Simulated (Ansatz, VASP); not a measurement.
## P (ladder P chain): VASP beside Ansatz

One calculation is typed for both programs; each brings its own data sets. How far apart do they land? The structure shown is the start of the Ansatz relaxation below; VASP solves that cell, so the two are compared at the walk's first step.

Calculated with Ansatz 0.2.0; plane waves, with VASP 6.6.1 beside it; single point at PBE, single point at RPBE and single point at LDA.

**1. Starting point**

The cell holds 2 atoms: 2 P. Cell: a = 9.000 Å, b = 7.500 Å, c = 2.094 Å, α = 90.0°, β = 90.0°, γ = 90.0°. Vacuum lies along a and b. The structure's axis is c.

**2. Ansatz: relaxation, PBE**

Ansatz runs on its default PAW (the set named soft_2) files.

The two programs are compared at the cell with which this relaxation starts, whose forces are those of its first step.

input.yaml

```yaml
crystal:
  lattice:
    - [9.0, 0.0, 0.0]
    - [0.0, 7.5, 0.0]
    - [0.0, 0.0, 2.09399]
  atoms:
    - { symbol: P, position: [0.400608889, 0.5, 0.0] }
    - { symbol: P, position: [0.599391111, 0.5, 0.5] }
kpoints:
  mp_grid: { grid: [1, 1, 39] }
scf:
  occupations: { method: fermi_dirac, width: 0.05 }
hamiltonian:
  xc: pbe
relax:
  cell: { fix: [a, b, alpha, beta, gamma] }
  max_steps: 60
```

The run is started by

```
$ ansatz run input.yaml --threads 4 --pin off --max-ram 8192MiB --backend cpu --events-out ev --progress --plain --runs-dir out
```

Numbers of over 12 decimals in the logs are rounded to 6 here.

Output:

```text
Engine: ansatz 0.2.0, aarch64-unknown-linux-gnu
Pseudopotentials: kind: paw
Pseudopotential: P, paw, valence charge 5, recommended cutoff 420 eV (normal), P.paw.azcp
Functional definition: PBE
  parameter kappa = 0.804
  parameter beta = 0.066725
  exchange = pbe_x(kappa = kappa, mu = beta*pi^2/3)
  correlation = pbe_c(beta = beta)
Crystal: 2 atoms, lattice volume = 141.344 Å³
Basis set: ecut = 420 eV, 2781 PW (Γ), exchange–correlation on 128×108×30 points (8 copies of the dense FFT grid, shifted against one another)
Bands: 9, of which v1, the nominal top of the filled ones, is band 5 counted from 1 (4 counted from 0)
Symmetry: 8 space group operations
Space group: Pmma (ITA 51), of the structure as read, at distance tolerance 5.2e-5 Å
k-points: 20 of 39
Non-local potential: P, projectors of the file, l = 0: 2, l = 1: 2, l = 2: 2
PAW form: soft (Blöchl's): semilocal exchange-correlation on the pseudo side does not see the compensation charge
PAW one-centre angular grid: P, 110 points (default); XC on 64 Gauss nodes
Initial density: superposition of atomic densities (neutral atoms: chi_scale 0, normalization atom), corrected by the library's trained network
Initial wavefunctions: pseudopotential atomic-orbital guess
Functional: x = pbe(κ = 0.804, μ = 0.219515), c = pbe(β = 0.066725)
SCF iter   1: F=—  HF=-1508.373968 eV  |F-HF|=—  |Δ(HF+E_count)|=         —  Δρ=3.56e-3  dr2=1.64e-2  ethr=1.77e-3  ⟨swp⟩=8.6  Hψ=1958  notcnv=0
preconditioner: auto → LDOS  [metal: Δε(μ)=0.034 eV  Ē_g=9.108 eV  σ=0.050 eV  W_gap=0.17  n_scr=16 (ndim 8)  ℏωp=9.2 eV  f_vac=0.597  D(μ)=1.73/eV (n_scr^D=10)  β→1.0]
SCF iter   2: F=—  HF=-1508.381170 eV  |F-HF|=—  |Δ(HF+E_count)|=   7.20e-3  Δρ=2.35e-3  dr2=1.61e-2  ethr=1.64e-4  ⟨swp⟩=4.3  Hψ=624  notcnv=0
SCF iter   3: F=—  HF=-1508.376929 eV  |F-HF|=—  |Δ(HF+E_count)|=   4.24e-3  Δρ=4.88e-4  dr2=5.93e-4  ethr=1.61e-4  ⟨swp⟩=2.7  Hψ=349  notcnv=0
SCF iter   4: F=—  HF=-1508.376908 eV  |F-HF|=—  |Δ(HF+E_count)|=   2.08e-5  Δρ=9.19e-5  dr2=1.24e-5  ethr=5.93e-6  ⟨swp⟩=2.6  Hψ=343  notcnv=0
SCF iter   5: F=—  HF=-1508.376921 eV  |F-HF|=—  |Δ(HF+E_count)|=   1.34e-5  Δρ=2.04e-5  dr2=4.57e-7  ethr=1.24e-7  ⟨swp⟩=2.4  Hψ=289  notcnv=0
SCF iter   6: F=-1508.376922 eV  HF=-1508.376922 eV  |F-HF|=1.85e-9  |Δ(HF+E_count)|=   7.07e-7  Δρ=2.50e-6  dr2=9.29e-9  ethr=1.00e-9  ⟨swp⟩=6.0  Hψ=713  notcnv=0
SCF 1 converged in 6 iterations: F = -1508.376922 eV  dr2 = 9.29e-9
  greatest PAW one-centre occupation: 0.825 electrons in one spin orbital (limit 2), on the P atom at site 1 (counted from 0), in its partial waves of l = 0
relax step   1: F+E_penalty+E_count = -1508.37692190 eV  Δ(F+E_penalty+E_count) = +0.000e0 eV  max|allowed force component| = 4.870e0 eV/Å  Δτ_max = 0.0000 Å  P = +8.377 GPa  Ω = 141.344 Å³  fix = [a, b, alpha, beta, gamma]  reactions: a +9.842, b +0.122 GPa  (6 SCF iters, dr2 threshold 1.00e-7 eV, accepted)
[...]
relax step   2: F+E_penalty+E_count = -1509.26963684 eV  Δ(F+E_penalty+E_count) = -8.927e-1 eV  max|allowed force component| = 1.794e0 eV/Å  Δτ_max = 0.0683 Å  P = +3.230 GPa  Ω = 148.353 Å³  energy of the carried Pulay correction = -3.744e-4 eV  fix = [a, b, alpha, beta, gamma]  reactions: a +3.673, b +0.133 GPa  (6 SCF iters, dr2 threshold 2.00e-7 eV, accepted)
[...]
relax step   5: F+E_penalty+E_count = -1509.51293705 eV  Δ(F+E_penalty+E_count) = -1.096e-2 eV  max|allowed force component| = 2.634e-2 eV/Å  Δτ_max = 0.0136 Å  P = -0.064 GPa  Ω = 155.447 Å³  energy of the carried Pulay correction = -7.354e-4 eV  fix = [a, b, alpha, beta, gamma]  reactions: a -0.032, b +0.140 GPa  (5 SCF iters, dr2 threshold 2.00e-7 eV, accepted)
[...]
relax step   6: F+E_penalty+E_count = -1509.51397334 eV  Δ(F+E_penalty+E_count) = -1.036e-3 eV  max|allowed force component| = 2.761e-2 eV/Å  Δτ_max = 0.0030 Å  P = +0.002 GPa  Ω = 154.867 Å³  energy of the carried Pulay correction = -7.066e-4 eV  fix = [a, b, alpha, beta, gamma]  reactions: a -0.029, b +0.141 GPa  (4 SCF iters, dr2 threshold 2.00e-7 eV, accepted)
[...]
relax step   7: F+E_penalty+E_count = -1509.51390573 eV  Δ(F+E_penalty+E_count) = +6.760e-5 eV  max|allowed force component| = 4.326e-2 eV/Å  Δτ_max = 0.0040 Å  P = +0.037 GPa  Ω = 154.442 Å³  energy of the carried Pulay correction = -6.853e-4 eV  fix = [a, b, alpha, beta, gamma]  (5 SCF iters, dr2 threshold 4.76e-8 eV, rejected (line search))
[...]
relax step   8: F+E_penalty+E_count = -1509.51409805 eV  Δ(F+E_penalty+E_count) = -1.247e-4 eV  max|allowed force component| = 2.202e-3 eV/Å  Δτ_max = 0.0016 Å  P = +0.016 GPa  Ω = 154.691 Å³  energy of the carried Pulay correction = -6.978e-4 eV  fix = [a, b, alpha, beta, gamma]  reactions: a -0.083, b +0.142 GPa  (6 SCF iters, accepted)
[...]
relax step   9: F+E_penalty+E_count = -1509.51639919 eV  Δ(F+E_penalty+E_count) = -2.301e-3 eV  max|allowed force component| = 1.725e-3 eV/Å  Δτ_max = 0.0000 Å  P = +0.039 GPa  Ω = 154.691 Å³  fix = [a, b, alpha, beta, gamma]  reactions: a -0.075, b +0.151 GPa  stress off target by 4.21e-2 GPa on what of the cell is left free  SCF on the basis re-selected at this cell (its energy is not comparable with the rows above)  (5 SCF iters)
basis re-selected at this cell: Δ(F+E_penalty+E_count) = -2.301e-3 eV, ΔP = +0.023 GPa vs the last step (what re-selecting the basis moved, of the pressure what is left beyond the Pulay correction that the steps carried, after the strain that the cell walked since its last selection, with what the two solves' SCF thresholds leave and, on support functions, any second-order correction that the steps lacked; it is no measure of the basis error at this ecutwfc). The dense FFT grid was sized anew with the basis: this SCF ran on 64×54×16 points, the steps before it on 64×54×15, so part of this shift can come from that change (see relax.cell in the input reference). [rest of the remark cut]
SCF converged after 5 iterations
Free energy (F): -1509.516399 eV
Harris-Foulkes:  -1509.516399 eV  (|F-HF|=8.19e-12)
Internal energy: -1509.508602 eV  (E = F + TS)
E sigma→0 (E₀):  -1509.512500 eV
Entropy (-TS):   -0.007798 eV (-3.899 meV/atom)
Fermi energy:    -1.826793 eV
--- Per-component energies (eV) ---
  E_band       = -78.236078
  E_kinetic    = 137.855049
  E_local      = -768.402369  (includes V_loc(G=0)·N_el)
  E_nonlocal   = 67.616713
  E_hartree    = 309.082839
  E_xc         = -120.726629
  E_vxc        = -118.478300  (∫ρ·V_xc dr)
  E_paw        = -1138.557227  (= ΣΔE_a)
  E_vpaw       = -14.992838  (= ΣTr[D̂ρ^β])
  E_aug_tail   = 0.000007  (compensation charges beyond the density's cutoff)
  E_ewald      = 3.623015
  E_smearing   = -0.007798  (= −TS)
  E_closure    = 0.000000  (closes the sum)
  Σ components = -1509.516399   (vs F -1509.516399, Δ=0.00e0)
--- Forces (eV/Å), atoms counted from 1 ---
  atom   1  P     -0.00172522    -0.00000000    -0.00000000
  atom   2  P      0.00172522     0.00000000     0.00000000
  max |Σ_I F_I| component: 6.46e-27 eV/Å
--- Stress (GPa, compression-positive) ---
       -0.075331      -0.000000      -0.000000
       -0.000000       0.150920       0.000000
       -0.000000       0.000000       0.042123
  P = ⅓ Tr σ = 0.0392 GPa (0.392 kbar)
--- Relaxed structure (8 steps of the walk, 7 accepted, 1 SCFs on fresh bases) ---
  F+E_penalty+E_count = -1509.51639919 eV   max|allowed force component| = 1.725e-3 eV/Å   (the final SCF, on the basis selected at the relaxed cell)
  cell:  # Å, volume = 154.6908 Å³
    - [9.0, 0, 0]
    - [0, 7.5, 0]
    - [0, 0, 2.291715]
  atoms:
    - { symbol: P, position: [0.384412, 0.5, 0] }
    - { symbol: P, position: [0.615588, 0.5, 0.5] }
```

**3. VASP: single point, PBE, start cell**

The same cell, functional, mesh and smearing now go to VASP, with its own data sets.

Lines of VASP's logs that name or quote its potential files are left out, and so is its time.

INCAR

```
SYSTEM = P
PREC = Accurate
ENCUT = 400
EDIFF = 1E-06
NELM = 120
ISMEAR = -1
SIGMA = 0.05
LREAL = .FALSE.
ALGO = Normal
GGA = PE
NBANDS = 11
LORBIT = 11
LWAVE = .FALSE.
LCHARG = .FALSE.
ISIF = 2
LASPH = .TRUE.
GGA_COMPAT = .FALSE.
KPAR = 2
```

POSCAR

```
P
1.0
    9.0000000000      0.0000000000      0.0000000000
    0.0000000000      7.5000000000      0.0000000000
    0.0000000000      0.0000000000      2.0939900000
P
2
Direct
    0.4006088889      0.5000000000      0.0000000000
    0.5993911111      0.5000000000      0.5000000000
```

KPOINTS

```
Automatic mesh
0
Gamma
1 1 39
0 0 0
```

Potentials, in the order of the species: P (PBE family, release 64).

The run is started by

```
$ mpirun -np 2 vasp_std
```

Output:

```text
[banner, memory and clock lines left out]
running    2 mpi-ranks, on    1 nodes
 distrk:  each k-point on    1 cores,    2 groups
 distr:  one band on    1 cores,    1 groups

 POSCAR found type information on POSCAR P
 POSCAR found :  1 types and       2 ions
 LDA part: xc-table for (Slater+PW92), standard interpolation
 POSCAR, INCAR and KPOINTS ok, starting setup
 FFT: planning ... GRIDC
 FFT: planning ... GRID_SOFT
 FFT: planning ... GRID
 WAVECAR not read
 entering main loop
       N       E                     dE             d eps       ncg     rms          rms(c)
DAV:   1     0.541660306264E+02    0.54166E+02   -0.32426E+03   440   0.529E+02
DAV:   2    -0.398096230336E+01   -0.58147E+02   -0.49334E+02   639   0.106E+02
DAV:   3    -0.824475257033E+01   -0.42638E+01   -0.42213E+01   606   0.366E+01
DAV:   4    -0.830483543089E+01   -0.60083E-01   -0.60039E-01   665   0.508E+00
DAV:   5    -0.830531547623E+01   -0.48005E-03   -0.48003E-03   630   0.385E-01    0.125E+01
DAV:   6    -0.789144268563E+01    0.41387E+00   -0.82962E-01   506   0.430E+00    0.673E+00
DAV:   7    -0.781882938268E+01    0.72613E-01   -0.64518E-01   566   0.343E+00    0.135E+00
DAV:   8    -0.780518034121E+01    0.13649E-01   -0.14084E-01   495   0.193E+00    0.396E-01
DAV:   9    -0.780331560134E+01    0.18647E-02   -0.25661E-02   580   0.788E-01    0.194E-01
DAV:  10    -0.780411523015E+01   -0.79963E-03   -0.36855E-03   469   0.371E-01    0.113E-01
DAV:  11    -0.780431050366E+01   -0.19527E-03   -0.10468E-03   520   0.176E-01    0.904E-02
DAV:  12    -0.780452899598E+01   -0.21849E-03   -0.20186E-04   488   0.776E-02    0.207E-02
DAV:  13    -0.780482251452E+01   -0.29352E-03   -0.15950E-04   472   0.705E-02    0.350E-02
DAV:  14    -0.780493584063E+01   -0.11333E-03   -0.26941E-05   526   0.286E-02    0.164E-02
DAV:  15    -0.780506753473E+01   -0.13169E-03   -0.41932E-05   489   0.340E-02    0.101E-02
DAV:  16    -0.780507900093E+01   -0.11466E-04   -0.57812E-06   552   0.133E-02    0.568E-03
DAV:  17    -0.780509063086E+01   -0.11630E-04   -0.17944E-06   473   0.714E-03    0.364E-03
DAV:  18    -0.780509198897E+01   -0.13581E-05   -0.11838E-07   483   0.179E-03    0.960E-04
DAV:  19    -0.780509273399E+01   -0.74502E-06   -0.11726E-07   429   0.145E-03
   1 F= -.78050927E+01 E0= -.77987873E+01  d E =-.126108E-01
```

OUTCAR, selected parts (step 3):

```text
ion  position               nearest neighbor table
   1  0.401  0.500  0.000-   2 2.07   2 2.07
   2  0.599  0.500  0.500-   1 2.07   1 2.07

  LATTYP: Found a simple orthorhombic cell.
 ALAT       =     2.0939900000
 B/A-ratio  =     3.5816789956
 C/A-ratio  =     4.2980147947

 Subroutine GETGRP returns: Found  8 space group operations
 (whereof  4 operations were pure point group operations)

The static configuration has the point symmetry C_2v.
 The point group associated with its full space group is D_2h.

 Found     20 irreducible k-points:

   k-points           NKPTS =     20   k-points in BZ     NKDIM =     20   number of bands    NBANDS=     11

   dimension x,y,z NGX =    60 NGY =   50 NGZ =   14
   dimension x,y,z NGXF=   120 NGYF=  100 NGZF=   28

   ENCUT  =  400.0 eV  29.40 Ry    5.42 a.u.  14.68 12.23  3.41*2*pi/ulx,y,z

   NELECT =      10.0000    total number of electrons

 k-points in reciprocal lattice and weights: Automatic mesh
   0.00000000  0.00000000  0.00000000       0.026
   0.00000000  0.00000000  0.02564103       0.051
   0.00000000  0.00000000  0.05128205       0.051
   0.00000000  0.00000000  0.07692308       0.051
   0.00000000  0.00000000  0.10256410       0.051
   0.00000000  0.00000000  0.12820513       0.051
   0.00000000  0.00000000  0.15384615       0.051
   0.00000000  0.00000000  0.17948718       0.051
   0.00000000  0.00000000  0.20512821       0.051
[...]
0.00000000  0.00000000  0.46153846       0.051
   0.00000000  0.00000000  0.48717949       0.051

 average (electrostatic) potential at core
       1 -90.9488       2 -90.9488

 E-fermi :  -1.5597

 k-point     1 :       0.0000    0.0000    0.0000
  band No.  band energies     occupation
      1     -19.3839      2.00000
      2     -13.1616      2.00000
      3      -7.7165      2.00000
      4      -7.2844      2.00000
      5      -3.2105      2.00000
      6       0.6279      0.00000
      7       1.0753      0.00000
      8       2.3573      0.00000
      9       3.1192      0.00000
     10       3.6984      0.00000
    ...

 k-point     2 :       0.0000    0.0000    0.0256
  band No.  band energies     occupation
      1     -19.3630      2.00000
      2     -13.1412      2.00000
      3      -7.6961      2.00000
      4      -7.2645      2.00000
      5      -3.1906      2.00000
      6       0.6400      0.00000
      7       1.0963      0.00000
      8       2.3796      0.00000
      9       3.1414      0.00000
     10       3.7198      0.00000
    ...

 k-point     3 :       0.0000    0.0000    0.0513
  band No.  band energies     occupation
      1     -19.3004      2.00000
      2     -13.0802      2.00000
      3      -7.6347      2.00000
      4      -7.2048      2.00000
      5      -3.1309      2.00000
      6       0.6741      0.00000
      7       1.1589      0.00000
      8       2.4464      0.00000
      9       3.2081      0.00000
     10       3.7833      0.00000
    ...

  Total        8.4718316      0.1009845     13.0747487      0.0000000      0.0000000      0.0000000
  in kB       96.0305730      1.1446879    148.2059217      0.0000000      0.0000000      0.0000000
  external PRESSURE =      81.7937275 kB  Pullay stress =       0.0000000 kB

  energy-cutoff  :      400.00
  volume of cell :      141.34
      direct lattice vectors                 reciprocal lattice vectors
     9.000000000  0.000000000  0.000000000     0.111111111  0.000000000  0.000000000
     0.000000000  7.500000000  0.000000000     0.000000000  0.133333333  0.000000000
     0.000000000  0.000000000  2.093990000     0.000000000  0.000000000  0.477557199

 POSITION                                       TOTAL-FORCE (eV/Angst)
 -----------------------------------------------------------------------------------
      3.60548      3.75000      0.00000        -4.756498      0.000000      0.000000
      5.39452      3.75000      1.04699         4.756498      0.000000      0.000000
 -----------------------------------------------------------------------------------
    total drift:                                0.000000     -0.000000      0.000000

  FREE ENERGIE OF THE ION-ELECTRON SYSTEM (eV)
  ---------------------------------------------------
  free  energy   TOTEN  =        -7.8050927340 eV

  energy  without entropy=       -7.7924819233  energy(sigma->0) =       -7.79878733

 total charge
# of ion       s       p       d       tot
------------------------------------------
    1        1.108   1.462   0.000   2.570
    2        1.108   1.462   0.000   2.570
--------------------------------------------------
tot          2.216   2.924   0.000   5.140

[... 3 further parts left out ...]
```

**4. Comparison**

Known differences besides the potentials themselves: the cutoff is 420 eV in Ansatz and 400 eV in VASP. Total energies have different zeros and are not compared.

Forces (eV/Å; atoms numbered as in POSCAR):

| atom | Ansatz x, y, z | VASP x, y, z |
| --- | --- | --- |
| P1 | -4.870, 0.000, 0.000 | -4.756, 0.000, 0.000 |
| P2 | 4.870, 0.000, 0.000 | 4.756, 0.000, 0.000 |

The forces differ by 66 meV/Å r.m.s., which is 2.4 % of the r.m.s. force of 2.746 eV/Å (both taken over all components).

**5. Other set-ups**

Further runs change the set-up of one program: Ansatz's method, potentials or start, or VASP's data sets, cutoff or form of LDA. The table gives that difference for each run.

| run | r.m.s. force difference (meV/Å) |
| --- | --- |
| as above | 66 |
| VASP with a cutoff of 500 eV (perhaps on Ansatz's relaxed cell) | 28 |

**6. Ansatz: relaxation, RPBE**

The two programs are compared at the cell with which this relaxation starts, whose forces are those of its first step.

The structure compared here is the start of the Ansatz relaxation; VASP solves that cell, so the two are compared at the walk's first step.

input.yaml, the sections that differ from step 2:

```yaml
crystal:
  lattice:
    - [9.0, 0.0, 0.0]
    - [0.0, 7.5, 0.0]
    - [0.0, 0.0, 2.09399]
  atoms:
    - { symbol: P, position: [0.400608889, 0.5, 0.0], spin: 0.3 }
    - { symbol: P, position: [0.599391111, 0.5, 0.5], spin: 0.3 }
magnetization:
  spin_polarized: true
hamiltonian:
  xc: rpbe
# kpoints, scf, relax: as in step 2
```

The run is started by

```
$ ansatz run input.yaml --threads 4 --pin off --max-ram 8192MiB --backend cpu --events-out ev --progress --plain --runs-dir out
```

Output:

```text
[...]
Crystal: 2 atoms, lattice volume = 141.344 Å³
Basis set: ecut = 420 eV, 2781 PW (Γ), exchange–correlation on 128×108×30 points (8 copies of the dense FFT grid, shifted against one another)
Bands: 10, of which v1, the nominal top of the filled ones, is band 5 counted from 1 (4 counted from 0)
Symmetry: 8 space group operations
[...]
-0.000000       0.156722       0.000000
        0.000000       0.000000       0.013276
  P = ⅓ Tr σ = 0.0281 GPa (0.281 kbar)
--- Relaxed structure (7 steps of the walk, 7 accepted, 2 SCFs on fresh bases) ---
[...]
cell:  # Å, volume = 155.4889 Å³
    - [9.0, 0, 0]
    - [0, 7.5, 0]
    - [0, 0, 2.303539]
  atoms:
    - { symbol: P, position: [0.383967, 0.5, 0] }
    - { symbol: P, position: [0.616033, 0.5, 0.5] }
[key lines of the parts left out:]
SCF converged after 4 iterations
Magnetization: -0.0000 μB (5.0000 up, 5.0000 down)
Free energy (F): -1516.196405 eV
Fermi energy:    -1.793833 eV
```

(Continued in part 2 of 2.)

[Lines on the potential files, build, host, timing and source positions are cut from VASP's logs without a mark.]

[Logs are printed without paths, hosts, clocks, repeated set-up lines and the standing remarks that a program may print on its own settings, such as how far it seeks lower states.]

[Hosts, paths, dates, database ids (printed as entryN), source tags and the programs' standing remarks are cut or masked in the printed files.]

[Rows of further runs with another cutoff or data set may stand on the cell that Ansatz relaxed, not on the start cell of the pair above them.]
